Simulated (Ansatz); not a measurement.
# TePb (Fm-3m) in Ansatz: equation of state

How stiff is TePb in PBE, and what volume does it want? The cell is scaled to several volumes.

All numbers are computed with Ansatz 0.2.0; they aren't measurements. Logs are shortened: lines on timing, memory, paths and dates and some standing lists are left out, and cuts for length are marked.

**1. Starting point**

The structure is cubic, space group Fm-3m (No. 225). Conventional cell: a = 6.462 Å, b = 6.462 Å, c = 6.462 Å, α = 90.00°, β = 90.00°, γ = 90.00°. Pb (site symmetry m-3m) has 6 Te at 3.23 Å as nearest neighbours. Around Te (site symmetry m-3m) lie 6 Pb at 3.23 Å.

**2. Single point, PBE, 31.71 Å³/atom (volume scaled by 0.94)**

File input.yaml:

```yaml
crystal:
  lattice:
    - [0.0, 3.1650427173, 3.1650427173]
    - [3.1650427173, 0.0, 3.1650427173]
    - [3.1650427173, 3.1650427173, 0.0]
  atoms:
    - { symbol: Pb, position: [0.0, 0.0, 0.0] }
    - { symbol: Te, position: [0.5, 0.5, 0.5] }
hamiltonian:
  xc: pbe
  pseudopotentials: { kind: paw }
kpoints:
  mp_grid: { grid: [7, 7, 7] }
scf:
  occupations: { method: fermi_dirac, width: 0.05 }
output:
  forces: true
  stress: true
  eigenvalues: true
```

Potentials or basis: Ansatz PAW.

On the command line:

```sh
$ ansatz run input.yaml --threads 1 --pin off --max-ram 2560MiB --backend cpu --events-out ev --progress --plain --runs-dir out
```

Standard output:

```text
Warning: RAYON_NUM_THREADS=1 ignored (pool sized by the plan → 1); use --threads N
Engine: ansatz 0.2.0, aarch64-unknown-linux-gnu
Pseudopotentials: kind: paw
Pseudopotential: Pb, paw, valence charge 14, recommended cutoff 420 eV (normal), Pb.paw.azcp
Pseudopotential: Te, paw, valence charge 16, recommended cutoff 420 eV (normal), Te.paw.azcp
Functional definition: PBE
  parameter kappa = 0.804
  parameter beta = 0.06672455060314922
  exchange = pbe_x(kappa = kappa, mu = beta*pi^2/3)
  correlation = pbe_c(beta = beta)
Crystal: 2 atoms, lattice volume = 63.412 Å³
Basis set: ecut = 420 eV, 1243 PW (Γ), exchange–correlation on 60×60×60 points (8 copies of the dense FFT grid, shifted against one another)
Bands: 19, of which v1, the nominal top of the filled ones, is band 15 counted from 1 (14 counted from 0)
Symmetry: 48 space group operations
Space group: Fm-3m (ITA 225), of the structure as read, at distance tolerance 4.0e-5 Å
k-points: 20 of 343
Non-local potential: Pb, projectors of the file, l = 0: 2, l = 1: 2, l = 2: 2, l = 3: 2
Non-local potential: Te, projectors of the file, l = 0: 2, l = 1: 2, l = 2: 2, l = 3: 2
PAW form: soft (Blöchl's): semilocal exchange-correlation on the pseudo side does not see the compensation charge
PAW one-centre angular grid: Pb, 590 points (default); XC on 64 Gauss nodes
PAW one-centre angular grid: Te, 590 points (default); XC on 64 Gauss nodes
Initial density: superposition of atomic densities (neutral atoms: chi_scale 0, normalization atom), corrected by the library's trained network
Initial wavefunctions: pseudopotential atomic-orbital guess
Functional: x = pbe(κ = 0.804, μ = 0.2195149727645171), c = pbe(β = 0.06672455060314922)
SCF iter   1: F=—  HF=-18887.073660 eV  |F-HF|=—  |Δ(HF+E_count)|=         —  Δρ=5.14e-4  dr2=1.35e-4  ethr=1.77e-3  ⟨swp⟩=6.3  Hψ=1974  notcnv=0
preconditioner: auto → none  [insulator: Δε(μ)=0.908 eV  Ē_g=14.929 eV  σ=0.050 eV  W_gap=1.00  n_scr=14 (ndim 8)  ℏωp=20.9 eV  f_vac=0.009  D(μ)=0.00/eV (n_scr^D=0)  ε∞_Penn≈3.0]
SCF iter   2: F=—  HF=-18887.071813 eV  |F-HF|=—  |Δ(HF+E_count)|=   1.85e-3  Δρ=3.74e-4  dr2=6.84e-5  ethr=4.51e-7  ⟨swp⟩=3.0  Hψ=1018  notcnv=0
SCF iter   3: F=—  HF=-18887.071814 eV  |F-HF|=—  |Δ(HF+E_count)|=   9.49e-7  Δρ=1.74e-4  dr2=1.13e-5  ethr=2.28e-7  ⟨swp⟩=2.0  Hψ=544  notcnv=0
SCF iter   4: F=—  HF=-18887.071837 eV  |F-HF|=—  |Δ(HF+E_count)|=   2.33e-5  Δρ=4.85e-5  dr2=1.56e-6  ethr=3.77e-8  ⟨swp⟩=2.0  Hψ=681  notcnv=0
SCF iter   5: F=—  HF=-18887.071836 eV  |F-HF|=—  |Δ(HF+E_count)|=   6.25e-7  Δρ=2.06e-5  dr2=3.99e-7  ethr=5.19e-9  ⟨swp⟩=2.0  Hψ=680  notcnv=0
SCF iter   6: F=-18887.071836 eV  HF=-18887.071836 eV  |F-HF|=6.33e-8  |Δ(HF+E_count)|=   8.96e-8  Δρ=8.77e-6  dr2=5.42e-8  ethr=3.33e-10  ⟨swp⟩=4.1  Hψ=1843  notcnv=0
SCF 1 converged in 6 iterations: F = -18887.071836 eV  dr2 = 5.42e-8
SCF converged after 6 iterations
Free energy (F): -18887.071836 eV
Harris-Foulkes:  -18887.071836 eV  (|F-HF|=6.33e-8)
Internal energy: -18887.071831 eV  (E = F + TS)
E sigma→0 (E₀):  -18887.071833 eV
Entropy (-TS):   -0.000006 eV (-0.003 meV/atom)
Fermi energy:    10.077880 eV
--- Per-component energies (eV) ---
  E_band       = -292.272761
  E_kinetic    = 470.248807
  E_local      = -2291.935836  (includes V_loc(G=0)·N_el)
  E_nonlocal   = 39.937201
  E_hartree    = 1220.168536
  E_xc         = -346.390236
  E_vxc        = -238.246354  (∫ρ·V_xc dr)
  E_paw        = -15066.728159  (= ΣΔE_a)
  E_vpaw       = -712.599266  (= ΣTr[D̂ρ^β])
  E_aug_tail   = -0.000134  (compensation charges beyond the density's cutoff)
  E_ewald      = -2912.372010
  E_smearing   = -0.000006  (= −TS)
  E_closure    = 0.000000  (closes the sum)
  Σ components = -18887.071836   (vs F -18887.071836, Δ=0.00e0)
--- Forces (eV/Å), atoms counted from 1 ---
  atom   1  Pb    -0.00000000     0.00000000    -0.00000000
  atom   2  Te     0.00000000    -0.00000000    -0.00000000
  max |Σ_I F_I| component: 3.04e-29 eV/Å
--- Stress (GPa, compression-positive) ---
        5.490502      -0.000000      -0.000000
        0.000000       5.490502      -0.000000
       -0.000000      -0.000000       5.490502
  P = ⅓ Tr σ = 5.4905 GPa (54.905 kbar)
--- Band table (eV; the first three rows and the last of 20) ---
  k-point 0: bands = ["-26.6858", "-26.6858", "-26.6788", "-26.6788", "-26.6788", "-7.1205", "-7.1205", "-7.1072", "-7.1072", "-7.1072", "-2.8380", "4.2985", "8.1257", "8.1257", "8.1257", "13.8645", "13.8645", "13.8645", "15.3936"]
  k-point 1: bands = ["-26.6857", "-26.6857", "-26.6788", "-26.6787", "-26.6787", "-7.1240", "-7.1240", "-7.1067", "-7.1036", "-7.1036", "-2.6480", "3.6106", "8.1826", "8.1826", "8.5325", "12.8565", "13.0532", "13.0532", "15.2117"]
  k-point 2: bands = ["-26.6856", "-26.6856", "-26.6786", "-26.6784", "-26.6784", "-7.1334", "-7.1334", "-7.1058", "-7.0942", "-7.0942", "-2.1073", "2.2458", "8.3583", "8.3583", "9.1434", "11.4940", "11.8076", "11.8076", "15.8229"]
  k-point 19: bands = ["-26.6859", "-26.6853", "-26.6785", "-26.6782", "-26.6777", "-7.1808", "-7.1249", "-7.1020", "-7.0928", "-7.0759", "-0.7883", "1.4413", "5.3609", "6.0512", "8.9092", "11.6260", "14.4485", "15.3134", "15.9145"]
```

Run time: 1.8 s. Hardware: 1 thread of Arm Neoverse V1, shared host; peak memory 0.31 GiB.

Results:

- Free energy: -18887.0718 eV
- Pressure: 5.5 GPa

Caveat: this odd mesh misses L, where the gap lies, so gap, dielectric constants and Born charges aren't listed.

**3. Single point, PBE, 32.38 Å³/atom (volume scaled by 0.96)**

Edit input.yaml of step 2 so:

```diff
@@ -2,5 +2,5 @@
   lattice:
-    - [0.0, 3.1650427173, 3.1650427173]
-    - [3.1650427173, 0.0, 3.1650427173]
-    - [3.1650427173, 3.1650427173, 0.0]
+    - [0.0, 3.1873324849, 3.1873324849]
+    - [3.1873324849, 0.0, 3.1873324849]
+    - [3.1873324849, 3.1873324849, 0.0]
   atoms:
```

Potentials or basis: Ansatz PAW.

On the command line:

```sh
$ ansatz run input.yaml --threads 1 --pin off --max-ram 2560MiB --backend cpu --events-out ev --progress --plain --runs-dir out
```

Run time: 1.8 s. Hardware: 1 thread of Arm Neoverse V1, shared host; peak memory 0.32 GiB.

It converged, with:

- Free energy: -18887.1127 eV
- Pressure: 4.2 GPa

Caveat: this odd mesh misses L, where the gap lies, so gap, dielectric constants and Born charges aren't listed.

**4. Single point, PBE, 33.05 Å³/atom (volume scaled by 0.98)**

Edit input.yaml of step 3 so:

```diff
@@ -2,5 +2,5 @@
   lattice:
-    - [0.0, 3.1873324849, 3.1873324849]
-    - [3.1873324849, 0.0, 3.1873324849]
-    - [3.1873324849, 3.1873324849, 0.0]
+    - [0.0, 3.2093147829, 3.2093147829]
+    - [3.2093147829, 0.0, 3.2093147829]
+    - [3.2093147829, 3.2093147829, 0.0]
   atoms:
```

On the command line:

```sh
$ ansatz run input.yaml --threads 1 --pin off --max-ram 2560MiB --backend cpu --events-out ev --progress --plain --runs-dir out
```

It took 1.8 s on 1 thread of Arm Neoverse V1, shared host; peak memory 0.32 GiB.

The run converged. Its results:

- Free energy: -18887.1437 eV
- Pressure: 3.1 GPa

Caveat: this odd mesh misses L, where the gap lies, so gap, dielectric constants and Born charges aren't listed.

**5. Single point, PBE, 33.73 Å³/atom**

Edit input.yaml of step 4 so:

```diff
@@ -2,5 +2,5 @@
   lattice:
-    - [0.0, 3.2093147829, 3.2093147829]
-    - [3.2093147829, 0.0, 3.2093147829]
-    - [3.2093147829, 3.2093147829, 0.0]
+    - [0.0, 3.231, 3.231]
+    - [3.231, 0.0, 3.231]
+    - [3.231, 3.231, 0.0]
   atoms:
```

On the command line:

```sh
$ ansatz run input.yaml --threads 1 --pin off --max-ram 2560MiB --backend cpu --events-out ev --progress --plain --runs-dir out
```

It took 1.8 s on 1 thread of Arm Neoverse V1, shared host; peak memory 0.32 GiB.

The run converged. Its results:

```
Free energy : -18887.1656 eV
Pressure    : 2.1 GPa
```

Caveat: this odd mesh misses L, where the gap lies, so gap, dielectric constants and Born charges aren't listed.

**6. Single point, PBE, 34.40 Å³/atom (volume scaled by 1.02)**

Edit input.yaml of step 5 so:

```diff
@@ -2,5 +2,5 @@
   lattice:
-    - [0.0, 3.231, 3.231]
-    - [3.231, 0.0, 3.231]
-    - [3.231, 3.231, 0.0]
+    - [0.0, 3.2523979746, 3.2523979746]
+    - [3.2523979746, 0.0, 3.2523979746]
+    - [3.2523979746, 3.2523979746, 0.0]
   atoms:
```

Potentials or basis: Ansatz PAW.

On the command line:

```sh
$ ansatz run input.yaml --threads 1 --pin off --max-ram 2560MiB --backend cpu --events-out ev --progress --plain --runs-dir out
```

Run time: 2 s. Hardware: 1 thread of Arm Neoverse V1, shared host; peak memory 0.32 GiB.

The run converged. Its results:

```yaml
Free_energy: -18887.1796 eV
Pressure: 1.2 GPa
```

Caveat: this odd mesh misses L, where the gap lies, so gap, dielectric constants and Born charges aren't listed.

**7. Single point, PBE, 35.08 Å³/atom (volume scaled by 1.04)**

Edit input.yaml of step 6 so:

```diff
@@ -2,5 +2,5 @@
   lattice:
-    - [0.0, 3.2523979746, 3.2523979746]
-    - [3.2523979746, 0.0, 3.2523979746]
-    - [3.2523979746, 3.2523979746, 0.0]
+    - [0.0, 3.2735180337, 3.2735180337]
+    - [3.2735180337, 0.0, 3.2735180337]
+    - [3.2735180337, 3.2735180337, 0.0]
   atoms:
@@ -19 +19,5 @@
   eigenvalues: true
+  write_density: true
+  write_potential: true
+  elf: true
+  volumetric_format: npy
```

On the command line:

```sh
$ ansatz run input.yaml --threads 1 --pin off --max-ram 2560MiB --backend cpu --events-out ev --progress --plain --runs-dir out
```

Run time: 2.7 s. Hardware: 1 thread of Arm Neoverse V1, shared host; peak memory 0.33 GiB.

It converged, with:

| Property | Result |
| --- | --- |
| Free energy | -18887.1863 eV |
| Pressure | 0.4 GPa |

Caveat: this odd mesh misses L, where the gap lies, so gap, dielectric constants and Born charges aren't listed.

**8. Single point, PBE, 35.75 Å³/atom (volume scaled by 1.06)**

File input.yaml:

```yaml
crystal:
  lattice:
    - [0.0, 3.2943690292, 3.2943690292]
    - [3.2943690292, 0.0, 3.2943690292]
    - [3.2943690292, 3.2943690292, 0.0]
  atoms:
    - { symbol: Pb, position: [0.0, 0.0, 0.0] }
    - { symbol: Te, position: [0.5, 0.5, 0.5] }
hamiltonian:
  xc: pbe
  pseudopotentials: { kind: paw }
kpoints:
  mp_grid: { grid: [7, 7, 7] }
scf:
  occupations: { method: fermi_dirac, width: 0.05 }
output:
  forces: true
  stress: true
  eigenvalues: true
```

On the command line:

```sh
$ ansatz run input.yaml --threads 1 --pin off --max-ram 2560MiB --backend cpu --events-out ev --progress --plain --runs-dir out
```

It took 2 s on 1 thread of Arm Neoverse V1, shared host; peak memory 0.33 GiB.

The run converged. Its results:

```yaml
Free_energy: -18887.1864 eV
Pressure: -0.3 GPa
```

Caveat: this odd mesh misses L, where the gap lies, so gap, dielectric constants and Born charges aren't listed.

**9. Equation of state, PBE**

Potentials or basis: Ansatz PAW.

This step only gathers the single runs of the series.

Results:

```yaml
Equilibrium_volume: 35.43 Å³/atom
Bulk_modulus: 38 GPa
Pressure_derivative_of_the_bulk_modulus: 4.5
```

Energy against volume, from the lowest point:
```
volume (Å³/atom)  energy (meV/atom)
          31.706              57.28
          32.380              36.83
          33.055              21.37
          33.730              10.38
          34.404               3.42
          35.079               0.08
          35.753               0.00
```

Caveat: this odd mesh misses L, where the gap lies, so gap, dielectric constants and Born charges aren't listed. PBE usually gives volumes a little too large and moduli too small.
